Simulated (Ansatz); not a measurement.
Ansatz input

```yaml
crystal:
  lattice:
    - [4.3448475982, 0.0, 0.0]
    - [-2.1724237991, 3.7627483956, 0.0]
    - [0.0, 0.0, 2.590213304]
  atoms:
    - { symbol: Pt, position: [0.0, 0.0, 0.0] }
    - { symbol: Pt, position: [0.3333333333, 0.6666666667, 0.5] }
    - { symbol: Pt, position: [0.6666666667, 0.3333333333, 0.5] }
hamiltonian:
  xc: pbe
  pseudopotentials:
    kind: paw
    azcp:
      Pt: "pseudopotentials/Pt.paw.azcp"
basis:
  ecutwfc: 420
  fft_grid_basis: typed
kpoints:
  mp_grid: { grid: [9, 9, 13], shift: [0, 0, 0] }
magnetization:
  spin_polarized: false
scf:
  occupations: { method: fermi_dirac, width: 0.1 }
  lower_state_search: "off"
output:
  stress: true
```

Output

```
Engine: ansatz 0.2.0, x86_64-unknown-linux-gnu
Pseudopotentials: kind: paw
Pseudopotential: Pt, paw, valence charge 18, recommended cutoff 420 eV (normal) 
Functional definition: PBE
  parameter kappa = 0.804
  parameter beta = 0.06672455060314922
  exchange = pbe_x(kappa = kappa, mu = beta*pi^2/3)
  correlation = pbe_c(beta = beta)
Crystal: 3 atoms, lattice volume = 42.346 Å³
Basis set: ecut = 420 eV, 855 PW (Γ)
Bands: 33, of which v1, the nominal top of the filled ones, is band 27 counted from 1 (26 counted from 0)
Symmetry: 24 space group operations
Space group: P6/mmm (ITA 191), of the structure as read, at distance tolerance 3.5e-5 Å
k-points: 84 of 1053
Non-local potential: Pt, projectors of the file, l = 0: 3, l = 1: 2, l = 2: 2, l = 3: 1
PAW form: soft (Blöchl's): semilocal exchange-correlation on the pseudo side does not see the compensation charge
PAW one-centre angular grid: Pt, 590 points (default); XC on 64 Gauss nodes
Initial density: superposition of atomic densities (neutral atoms: chi_scale 0, normalization atom), corrected by the library's trained network
Initial wavefunctions: pseudopotential atomic-orbital guess
Functional: x = pbe(κ = 0.804, μ = 0.2195149727645171), c = pbe(β = 0.06672455060314922)
SCF iter   1: F=—  HF=-37568.027210 eV  |F-HF|=—  |Δ(HF+E_count)|=         —  Δρ=9.43e-3  dr2=2.41e-2  ethr=1.77e-3  ⟨swp⟩=5.6  Hψ=10271  notcnv=0  defer=13
SCF iter   2: F=—  HF=-37568.027881 eV  |F-HF|=—  |Δ(HF+E_count)|=   6.72e-4  Δρ=5.45e-3  dr2=1.32e-2  ethr=4.47e-5  ⟨swp⟩=1.6  Hψ=3670  notcnv=0  defer=16
SCF iter   3: F=—  HF=-37568.026897 eV  |F-HF|=—  |Δ(HF+E_count)|=   9.85e-4  Δρ=6.96e-4  dr2=1.07e-4  ethr=2.44e-5  ⟨swp⟩=1.0  Hψ=2731  notcnv=0  defer=16
SCF iter   4: F=—  HF=-37568.026880 eV  |F-HF|=—  |Δ(HF+E_count)|=   1.66e-5  Δρ=3.08e-4  dr2=5.49e-5  ethr=1.98e-7  ⟨swp⟩=2.2  Hψ=4753  notcnv=0  defer=16
SCF iter   5: F=—  HF=-37568.026876 eV  |F-HF|=—  |Δ(HF+E_count)|=   3.85e-6  Δρ=3.78e-5  dr2=1.92e-7  ethr=1.02e-7  ⟨swp⟩=1.0  Hψ=2734  notcnv=0  defer=16
SCF iter   6: F=-37568.026876 eV  HF=-37568.026876 eV  |F-HF|=1.29e-8  |Δ(HF+E_count)|=   2.01e-8  Δρ=7.36e-6  dr2=1.77e-8  ethr=1.85e-10  ⟨swp⟩=4.2  Hψ=9111  notcnv=0
SCF 1 converged in 6 iterations: F = -37568.026876 eV  dr2 = 1.77e-8
SCF converged after 6 iterations
Free energy (F): -37568.026876 eV
Harris-Foulkes:  -37568.026876 eV  (|F-HF|=1.29e-8)
Internal energy: -37567.875027 eV  (E = F + TS)
E sigma→0 (E₀):  -37567.950951 eV
Entropy (-TS):   -0.151849 eV (-50.616 meV/atom)
Fermi energy:    25.454949 eV
--- Per-component energies (eV) ---
  E_band       = -288.083535
  E_kinetic    = 1926.878726
  E_local      = -4148.643787  (includes V_loc(G=0)·N_el)
  E_nonlocal   = 600.495858
  E_hartree    = 1558.264314
  E_xc         = -790.356107
  E_vxc        = -915.319084  (∫ρ·V_xc dr)
  E_paw        = -28363.646427  (= ΣΔE_a)
  E_vpaw       = -868.028475  (= ΣTr[D̂ρ^β])
  E_aug_tail   = 0.000651  (compensation charges beyond the density's cutoff)
  E_ewald      = -8350.868254
  E_smearing   = -0.151849  (= −TS)
  E_closure    = 0.000000  (closes the sum)
  Σ components = -37568.026876   (vs F -37568.026876, Δ=0.00e0)
--- Stress (GPa, compression-positive) ---
       41.744374      -0.000000      -0.000000
        0.000000      41.744374      -0.000000
       -0.000000      -0.000000      42.996256
  P = ⅓ Tr σ = 42.1617 GPa (421.617 kbar)
```

Command:

```sh
ansatz run input.yaml --threads 1 --pin off --max-ram 3584MiB --backend cpu --events-out ev --progress --plain --runs-dir out
```

On 1 thread of Intel(R) Xeon(R) Platinum 8259CL CPU @ 2.50GHz (Skylake/Cascade Lake) (shared host) this took about 5.1 s of wall time and 5.1 s of CPU time.
